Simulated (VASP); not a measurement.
The system is Si.

```
CELL_PARAMETERS angstrom
5.84741 0.00000 0.00000
0.00000 5.84741 0.00000
0.00000 0.00000 2.31749
ATOMIC_POSITIONS crystal
Si 0.50000 0.50000 0.00000
Si 0.00000 0.00000 0.00000
Si 0.86318 0.63682 0.00000
Si 0.13682 0.36318 0.00000
Si 0.63682 0.13682 0.00000
Si 0.36318 0.86318 0.00000
```

The cell was built by a generator and needn't be a form met in nature.

- Program: VASP 6.6.1
- Task: relaxation of cell and atoms
- Functional: PBE
- Potentials or basis: VASP PAW PBE potentials, release 64 (Si)
- Cutoff: 600 eV
- k mesh: 4 × 4 × 8
- Occupations: gaussian, width 0.1 eV
- Spin: no spin polarisation

At the start: pressure 42.4 GPa; volume 13.21 Å³/atom.

Where does the relaxation end?

Over 9 steps the energy falls by 415.1 meV/atom and the volume is 17.18 Å³/atom (+30.1 %); space group P4/mbm (No. 127, to 0.05 Å).

Step by step:
```csv
step,energy change (eV),largest force (eV/Å),pressure (GPa),volume (Å³)
1,0.0000,0.0057,42.43,79.24
2,-1.3839,0.2277,-12.19,126.44
3,-2.4810,0.2046,-0.08,102.89
4,-2.4805,0.2043,0.38,102.38
5,-2.4861,0.1044,0.39,102.41
6,-2.4878,0.0056,0.41,102.44
7,-2.4897,0.0153,-0.22,103.15
8,-2.4897,0.0162,-0.27,103.21
9,-2.4907,0.0288,-0.20,103.11
```

Final structure:
```xyz
6
Lattice="6.3586 0.0000 0.0000 0.0000 6.3586 0.0000 0.0000 0.0000 2.5501" Properties=species:S:1:pos:R:3 pbc="T T T"
Si    3.1793    3.1793    0.0000
Si    6.3586    0.0000    0.0000
Si    5.5039    4.0340    0.0000
Si    0.8547    2.3246    2.5501
Si    4.0340    0.8547    0.0000
Si    2.3246    5.5039    0.0000
```

Caveat: the volume moved by over 15 % at a fixed basis, so the end points are rough.
